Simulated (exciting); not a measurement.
# GaAs (F-43m) in exciting: notebook

Runs on GaAs. Level: PBE. Tasks: band structure.

All numbers are computed with exciting (release sodium); they aren't measurements. Logs are shortened: lines on timing, memory, paths and dates and some standing lists are left out, and cuts for length are marked.

**Measured values to compare with.**

“Evidence of valence band perturbations in GaAsN/GaAs(001): A combined variable-angle spectroscopic ellipsometry and modulated photoreflectance investigation”, 2008, arxiv:0805.2212 reports, for a bulk crystal of GaAs at 300 K: band gap 1.412 ± 0.01 eV (direct).

The runs below are set against these values where they give the same quantity.

## Step 1: Starting point

Symmetry: F-43m, No. 216, cubic system. The conventional cell has a = 5.654 Å, b = 5.654 Å, c = 5.654 Å, α = 90.00°, β = 90.00°, γ = 90.00°. As (site symmetry -43m) is surrounded by 4 Ga at 2.45 Å. Around Ga (site symmetry -43m) lie 4 As at 2.45 Å.

## Step 2: Band structure, PBE

Contents of input.xml:

```xml
<input>
  <title>GaAs</title>
  <structure speciespath="./" tshift="false">
    <crystal scale="1">
      <basevect>0.000000000000 5.341972295398 5.341972295398</basevect>
      <basevect>5.341972295398 0.000000000000 5.341972295398</basevect>
      <basevect>5.341972295398 5.341972295398 0.000000000000</basevect>
    </crystal>
    <species speciesfile="As.xml" rmt="2">
      <atom coord="0.750000000000 0.750000000000 0.750000000000"/>
    </species>
    <species speciesfile="Ga.xml" rmt="2">
      <atom coord="0.000000000000 0.000000000000 0.000000000000"/>
    </species>
  </structure>
  <groundstate do="fromscratch" ngridk="8 8 8" rgkmax="9" gmaxvr="14" lmaxapw="10" lmaxmat="10" lmaxvr="8" xctype="GGA_PBE" stype="Fermi Dirac" swidth="0.00183747" nempty="10" ValenceRelativity="iora*" epsengy="1e-05" epspot="1e-05" maxscl="60" outputlevel="normal"/>
  <properties>
    <bandstructure>
      <plot1d>
        <path steps="80">
          <point coord="0 0 0" label="G"/>
          <point coord="0.5 0 0.5" label="X"/>
          <point coord="0.5 0.25 0.75" label="W"/>
          <point coord="0.375 0.375 0.75" label="K"/>
          <point coord="0 0 0" label="G"/>
          <point coord="0.5 0.5 0.5" label="L"/>
          <point coord="0.625 0.25 0.625" label="U"/>
          <point coord="0.5 0.25 0.75" label="W"/>
          <point coord="0.5 0.5 0.5" label="L"/>
          <point coord="0.375 0.375 0.75" label="K" breakafter="true"/>
          <point coord="0.625 0.25 0.625" label="U"/>
          <point coord="0.5 0 0.5" label="X"/>
        </path>
      </plot1d>
    </bandstructure>
    <dos nwdos="300" winddos="-0.6 0.5" inttype="tetra" ngrdos="100" nsmdos="0"/>
  </properties>
</input>
```

Potentials or basis: all-electron LAPW+lo, shipped species files, valence relativity iora*.

Run with:

```console
> OMP_NUM_THREADS=1 exciting_smp
```

INFO.OUT:

```text
================================================================================
EXCITING SODIUM started
[... 10 lines left out ...]

 Lattice vectors (cartesian) :
      0.0000000000      5.3419722954      5.3419722954
      5.3419722954      0.0000000000      5.3419722954
      5.3419722954      5.3419722954      0.0000000000

 Reciprocal lattice vectors (cartesian) :
     -0.5880960214      0.5880960214      0.5880960214
      0.5880960214     -0.5880960214      0.5880960214
      0.5880960214      0.5880960214     -0.5880960214

 Unit cell volume                           :     304.8841797692
 Brillouin zone volume                      :       0.8135883391

 Species :    1 (As)
     parameters loaded from                 :    As.xml
     name                                   :    arsenic
     nuclear charge                         :     -33.00000000
     electronic charge                      :      33.00000000
     atomic mass                            :  136573.72190000
     muffin-tin radius                      :       2.00000000
     # of radial points in muffin-tin       :     350

     atomic positions (lattice) :
       1 :   0.75000000  0.75000000  0.75000000

 Species :    2 (Ga)
     parameters loaded from                 :    Ga.xml
     name                                   :    gallium
     nuclear charge                         :     -31.00000000
     electronic charge                      :      31.00000000
     atomic mass                            :  127097.25380000
     muffin-tin radius                      :       2.00000000
     # of radial points in muffin-tin       :     350

     atomic positions (lattice) :
       1 :   0.00000000  0.00000000  0.00000000

 Total number of atoms per unit cell        :       2

 Spin treatment                             :    spin-unpolarised

 Number of Bravais lattice symmetries       :      48
 Number of crystal symmetries               :      24

 k-point grid                               :       8    8    8
 Total number of k-points                   :      43
 k-point set is reduced with crystal symmetries

 R^MT_min * |G+k|_max (rgkmax)              :       9.00000000
 Species with R^MT_min                      :       1 (As)
 Maximum |G+k| for APW functions            :       4.50000000
 Maximum |G| for potential and density      :      14.00000000

 G-vector grid sizes                        :      36    36    36
 Total number of G-vectors                  :   14163

 Maximum angular momentum used for
     APW functions                          :      10
     computing H and O matrix elements      :      10
     potential and density                  :       8
     inner part of muffin-tin               :       2

 Total nuclear charge                       :     -64.00000000
 Total electronic charge                    :      64.00000000
 Total core charge                          :      36.00000000
 Total valence charge                       :      28.00000000

 Number of empty states                     :      10
 Total number of valence states             :      25

 Maximum Hamiltonian size                   :     517
 Maximum number of plane-waves              :     489
 Total number of local-orbitals             :      28

 Exchange-correlation type                  :      20
[... 23 lines left out ...]
+ SCF iteration number :    1                                                  +
++++++++++++++++++++++++++++++++++++++++++++++++++++++++++++++++++++++++++++++++
 Total energy                               :     -4205.63368045
 _______________________________________________________________
 Fermi energy                               :         0.18827012
 Kinetic energy                             :      4294.46700910
 Coulomb energy                             :     -8340.51458717
 Exchange energy                            :      -156.46294457
 Correlation energy                         :        -3.12315780

 DOS at Fermi energy (states/Ha/cell)       :         0.00646163

 Electron charges :
     core                                   :        36.00000000
     core leakage                           :         0.00774866
     valence                                :        28.00000000
     interstitial                           :         4.75689230
     charge in muffin-tin spheres :
                  atom     1    As          :        30.49623506
                  atom     2    Ga          :        28.74687265
     total charge in muffin-tins            :        59.24310770
     total charge                           :        64.00000000

++++++++++++++++++++++++++++++++++++++++++++++++++++++++++++++++++++++++++++++++
+ SCF iteration number :    2                                                  +
++++++++++++++++++++++++++++++++++++++++++++++++++++++++++++++++++++++++++++++++
 Total energy                               :     -4205.71445981
 _______________________________________________________________
 Fermi energy                               :         0.19180713
 Kinetic energy                             :      4294.51843193
 Coulomb energy                             :     -8340.63269226
 Exchange energy                            :      -156.47631453
 Correlation energy                         :        -3.12388496

 DOS at Fermi energy (states/Ha/cell)       :         0.01869715

 Electron charges :
     core                                   :        36.00000000
     core leakage                           :         0.00767374
     valence                                :        28.00000000
     interstitial                           :         4.77513960
     charge in muffin-tin spheres :
                  atom     1    As          :        30.43584363
                  atom     2    Ga          :        28.78901676
     total charge in muffin-tins            :        59.22486040
     total charge                           :        64.00000000

 RMS change in effective potential (target) :  0.381815E-01  ( 0.100000E-04)
 Absolute change in total energy   (target) :  0.807794E-01  ( 0.100000E-04)
 Charge distance                   (target) :  0.245070E-02  ( 0.100000E-04)

++++++++++++++++++++++++++++++++++++++++++++++++++++++++++++++++++++++++++++++++
+ SCF iteration number :    3                                                  +
++++++++++++++++++++++++++++++++++++++++++++++++++++++++++++++++++++++++++++++++
 Total energy                               :     -4205.53582817
 _______________________________________________________________
 Fermi energy                               :         0.19388073
 Kinetic energy                             :      4294.62666911
 Coulomb energy                             :     -8340.56355846
 Exchange energy                            :      -156.47473752
 Correlation energy                         :        -3.12420131

 DOS at Fermi energy (states/Ha/cell)       :         0.03097089

 Electron charges :
     core                                   :        36.00000000
     core leakage                           :         0.00765104
     valence                                :        28.00000000
     interstitial                           :         4.78758064
     charge in muffin-tin spheres :
                  atom     1    As          :        30.40617411
                  atom     2    Ga          :        28.80624525
     total charge in muffin-tins            :        59.21241936
     total charge                           :        64.00000000
[... 240 lines left out ...]
 DOS at Fermi energy (states/Ha/cell)       :         0.04508675

 Electron charges :
     core                                   :        36.00000000
     core leakage                           :         0.00762012
     valence                                :        28.00000000
     interstitial                           :         4.80467858
     charge in muffin-tin spheres :
                  atom     1    As          :        30.38021434
                  atom     2    Ga          :        28.81510709
     total charge in muffin-tins            :        59.19532142
     total charge                           :        64.00000000

 RMS change in effective potential (target) :  0.140384E-07  ( 0.100000E-04)
 Absolute change in total energy   (target) :  0.531845E-07  ( 0.100000E-04)
 Charge distance                   (target) :  0.152179E-07  ( 0.100000E-04)

++++++++++++++++++++++++++++++++++++++++++++++++++++++++++++++++++++++++++++++++
+ SCF iteration number :   13                                                  +
++++++++++++++++++++++++++++++++++++++++++++++++++++++++++++++++++++++++++++++++
 Total energy                               :     -4205.24568164
 _______________________________________________________________
 Fermi energy                               :         0.19584202
 Kinetic energy                             :      4294.62554751
 Coulomb energy                             :     -8340.27990290
 Exchange energy                            :      -156.46676471
 Correlation energy                         :        -3.12456154

 DOS at Fermi energy (states/Ha/cell)       :         0.04508673

 Electron charges :
     core                                   :        36.00000000
     core leakage                           :         0.00762012
     valence                                :        28.00000000
     interstitial                           :         4.80467857
     charge in muffin-tin spheres :
                  atom     1    As          :        30.38021436
                  atom     2    Ga          :        28.81510706
     total charge in muffin-tins            :        59.19532143
     total charge                           :        64.00000000

 RMS change in effective potential (target) :  0.358417E-08  ( 0.100000E-04)
 Absolute change in total energy   (target) :  0.203739E-05  ( 0.100000E-04)
 Charge distance                   (target) :  0.178068E-08  ( 0.100000E-04)

++++++++++++++++++++++++++++++++++++++++++++++++++++++++++++++++++++++++++++++++
| Convergency criteria checked for the last 2 iterations                       +
| Convergence targets achieved. Performing final SCF iteration                 +
++++++++++++++++++++++++++++++++++++++++++++++++++++++++++++++++++++++++++++++++
 Total energy                               :     -4205.24568184
 _______________________________________________________________
 Fermi energy                               :         0.19584202
 Kinetic energy                             :      4294.62554746
 Coulomb energy                             :     -8340.27990305
 Exchange energy                            :      -156.46676471
 Correlation energy                         :        -3.12456154

 DOS at Fermi energy (states/Ha/cell)       :         0.04508673

 Electron charges :
     core                                   :        36.00000000
     core leakage                           :         0.00762012
     valence                                :        28.00000000
     interstitial                           :         4.80467857
     charge in muffin-tin spheres :
                  atom     1    As          :        30.38021436
                  atom     2    Ga          :        28.81510706
     total charge in muffin-tins            :        59.19532143
     total charge                           :        64.00000000

++++++++++++++++++++++++++++++++++++++++++++++++++++++++++++++++++++++++++++++++
[... 9 lines left out ...]
| EXCITING SODIUM stopped                                                      =
================================================================================
```

Run time: 3.8 min. Hardware: 1 thread of Arm Neoverse V1, shared host; peak memory 0.14 GiB.

Results:

- Free energy: -114430.5645 eV
- Band gap on the k mesh: 0.51 eV, direct
- Band gap along the path: 0.51 eV, direct
- All electrons inside the program's atomic spheres: As 30.38; Ga 28.82 (radii As 2.0, Ga 2.0 bohr)

Levels at the corners of the path, in eV from the valence-band top:
| point | band 12 | band 13 | band 14 | band 15 | band 16 | band 17 |
| --- | --- | --- | --- | --- | --- | --- |
| Γ | 0.00 | 0.00 | 0.00 | 0.51 | 3.74 | 3.74 |
| X | -6.81 | -2.67 | -2.67 | 1.48 | 1.67 | 10.17 |
| W | -6.63 | -3.53 | -3.33 | 4.62 | 4.73 | 5.42 |
| K | -6.63 | -3.85 | -2.25 | 1.97 | 4.64 | 7.96 |
| Γ | 0.00 | 0.00 | 0.00 | 0.51 | 3.74 | 3.74 |
| L | -6.63 | -1.14 | -1.14 | 1.00 | 4.65 | 4.65 |
| U | -6.63 | -3.85 | -2.25 | 1.97 | 4.64 | 7.96 |
| W | -6.63 | -3.53 | -3.33 | 4.62 | 4.73 | 5.42 |
| L | -6.63 | -1.14 | -1.14 | 1.00 | 4.65 | 4.65 |
| K | -6.63 | -3.85 | -2.25 | 1.97 | 4.64 | 7.96 |
| U | -6.63 | -3.85 | -2.25 | 1.97 | 4.64 | 7.96 |
| X | -6.81 | -2.67 | -2.67 | 1.48 | 1.67 | 10.17 |

States per cell in windows of 1 eV (zero at the valence-band top; states under -8 eV left out):
```
from (eV)  total
     -8.0   0.00
     -7.0   1.11
     -6.0   0.46
     -5.0   0.21
     -4.0   1.05
     -3.0   1.45
     -2.0   1.31
     -1.0   0.37
      0.0   0.00
      1.0   0.37
      2.0   1.47
      3.0   0.84
      4.0   1.48
      5.0   1.39
      6.0   0.91
      7.0   1.10
```

Caveat: the tetrahedron DOS on this energy grid can lose part of the weight of narrow d or f bands.

## Step 3: Band structure, PBE, spin-orbit coupling, no magnetisation

input.xml, as its differences from that of step 2:

```diff
@@ -15,3 +15,5 @@
   </structure>
-  <groundstate do="fromscratch" ngridk="8 8 8" rgkmax="9" gmaxvr="14" lmaxapw="10" lmaxmat="10" lmaxvr="8" xctype="GGA_PBE" stype="Fermi Dirac" swidth="0.00183747" nempty="10" ValenceRelativity="iora*" epsengy="1e-05" epspot="1e-05" maxscl="60" outputlevel="normal"/>
+  <groundstate do="fromscratch" ngridk="6 6 6" rgkmax="9" gmaxvr="14" lmaxapw="10" lmaxmat="10" lmaxvr="8" xctype="GGA_PBE" stype="Fermi Dirac" swidth="0.00183747" nempty="20" ValenceRelativity="iora*" epsengy="1e-05" epspot="1e-05" maxscl="60" outputlevel="high">
+    <spin spinorb="true"/>
+  </groundstate>
   <properties>
@@ -35,3 +37,2 @@
     </bandstructure>
-    <dos nwdos="300" winddos="-0.6 0.5" inttype="tetra" ngrdos="100" nsmdos="0"/>
   </properties>
```

Potentials or basis: all-electron LAPW+lo, shipped species files, valence relativity iora*.

Run with:

```console
> OMP_NUM_THREADS=1 exciting_smp
```

Run time: 3.5 min. Hardware: 1 thread of Arm Neoverse V1, shared host; peak memory 0.17 GiB.

Results (log left out):

```yaml
Band_gap_on_the_k_mesh: 0.40 eV, direct
Band_gap_along_the_path: 0.40 eV, direct
All_electrons_inside_the_program's_atomic_spheres: As 30.38; Ga 28.81 (radii As 2.0, Ga 2.0 bohr)
```

Levels at the corners of the path, in eV from the valence-band top:
| point | band 25 | band 26 | band 27 | band 28 | band 29 | band 30 | band 31 | band 32 |
| --- | --- | --- | --- | --- | --- | --- | --- | --- |
| Γ | 0.00 | 0.00 | 0.00 | 0.00 | 0.40 | 0.40 | 3.50 | 3.50 |
| X | -2.83 | -2.83 | -2.75 | -2.75 | 1.36 | 1.36 | 1.56 | 1.56 |
| W | -3.70 | -3.58 | -3.46 | -3.42 | 4.40 | 4.59 | 4.62 | 4.65 |
| K | -3.99 | -3.94 | -2.37 | -2.36 | 1.86 | 1.86 | 4.50 | 4.56 |
| Γ | 0.00 | 0.00 | 0.00 | 0.00 | 0.40 | 0.40 | 3.50 | 3.50 |
| L | -1.35 | -1.35 | -1.15 | -1.15 | 0.89 | 0.89 | 4.49 | 4.49 |
| U | -3.99 | -3.94 | -2.37 | -2.36 | 1.86 | 1.86 | 4.50 | 4.56 |
| W | -3.70 | -3.58 | -3.46 | -3.42 | 4.40 | 4.59 | 4.62 | 4.65 |
| L | -1.35 | -1.35 | -1.15 | -1.15 | 0.89 | 0.89 | 4.49 | 4.49 |
| K | -3.99 | -3.94 | -2.37 | -2.36 | 1.86 | 1.86 | 4.50 | 4.56 |
| U | -3.99 | -3.94 | -2.37 | -2.36 | 1.86 | 1.86 | 4.50 | 4.56 |
| X | -2.83 | -2.83 | -2.75 | -2.75 | 1.36 | 1.36 | 1.56 | 1.56 |

Caveat: total energies with spin-orbit coupling aren't reliable in this program, so none is listed and the log's shouldn't be used.

## Step 4: Against experiment

Step 2. A measured gap of GaAs is 1.412 eV (direct; 300 K; “Evidence of valence band perturbations in GaAsN/GaAs(001): A combined variable-angle spectroscopic ellipsometry and modulated photoreflectance investigation”, 2008, arxiv:0805.2212); the calculated 0.51 eV misses it by -0.90 eV. 3 values of this kind are on record (1.412 to 1.51 eV); this one was drawn at random among those near their median, those with a stated uncertainty first. Spin-orbit coupling on As, Ga is left out. The value is that of PBE, without temperature or zero-point motion. Semilocal functionals fall short of measured gaps as a rule.

Step 3. Against the measured gap of GaAs, 1.412 eV (direct; 300 K; “Evidence of valence band perturbations in GaAsN/GaAs(001): A combined variable-angle spectroscopic ellipsometry and modulated photoreflectance investigation”, 2008, arxiv:0805.2212), the calculated 0.40 eV is off by -1.01 eV. So large a miss can be the level of theory's own, or it may mean another phase, state or a wrong row. 3 values of this kind are on record (1.412 to 1.51 eV); this one was drawn at random among those near their median, those with a stated uncertainty first. The value is that of PBE, without temperature or zero-point motion. Semilocal functionals fall short of measured gaps as a rule.
